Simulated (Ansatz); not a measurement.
Input of an Ansatz 0.2.0 run:

The input input.yaml:

```yaml
crystal:
  lattice:
    - [0.0, 2.0859016414, 2.0859016414]
    - [2.0859016414, 0.0, 2.0859016414]
    - [2.0859016414, 2.0859016414, 0.0]
  atoms:
    - { symbol: Ni, position: [0.0, 0.0, 0.0], spin: 1.0 }
    - { symbol: O, position: [0.5, 0.5, 0.5] }
kpoints:
  mp_grid: { grid: [8, 8, 8] }
scf:
  occupations: { method: fermi_dirac, width: 0.05 }
hamiltonian:
  xc: pbesol
  pseudopotentials: { kind: all_electron, lapw: { basis_error: 0.001 } }
magnetization:
  spin_polarized: true
output:
  forces: true
  stress: true
elastic:
  mode: relaxed_ion
  stencil: two_point
```

Potentials or basis: all-electron LAPW, scalar-relativistic.

The run is started by

```sh
$ ansatz run input.yaml --threads 2 --pin off --max-ram 6144MiB --backend cpu --events-out ev --progress --plain --runs-dir out
```

Task: Estimate the elastic constants C11, C12, C44.

Result: 132, 78, 54 GPa.

Task: Estimate the Voigt bulk modulus.

Result: 96 GPa.

Task: Estimate the net moment.

Result: 1.58 μB per cell.

Task: Predict the band gap on the k mesh.

Result: None (metal or under the smearing width).

Task: What does it give for the site moments?

Result: Ni +1.32; O +0.25 μB.

Elastic tensor in Voigt notation (GPa, in the Cartesian axes of the cell as first typed):
```
132  78  78   0   0   0
 78 132  78   0   0   0
 78  78 132   0   0   0
  0   0   0  54   0   0
  0   0   0   0  54   0
  0   0   0   0   0  54
```

Caveat: the k mesh is thin for a metal, which can move the energy by tens of meV per atom; a metal's response needs a denser mesh; the cell is more than 3 GPa from zero pressure, which shifts response properties; elastic constants of metals need much finer meshes, so these are rough; a cell with one magnetic atom can't hold antiferromagnetic order, which such compounds often take; semilocal functionals often make such compounds metallic where correlation or magnetic order opens a gap, which also shifts bond lengths.

**Experimental background.**

From “Local correlations, non-local screening, multiplets, and band formation in NiO”, 2012, arxiv:1210.6675, for a bulk crystal of NiO: band gap 4.3 eV.

Against the measured gap of NiO, 4.3 eV (quoted in “Local correlations, non-local screening, multiplets, and band formation in NiO”, 2012, arxiv:1210.6675), the calculated 0.00 eV is off by -4.30 eV. So large a miss can be the level of theory's own, or it may mean another phase, state or a wrong row. The value is that of PBEsol on a finite k mesh, which can miss the band edges, without temperature or zero-point motion. Semilocal functionals fall short of measured gaps as a rule. The run's magnetic order (collinear spin, ferromagnetic start) needn't be the measured crystal's.
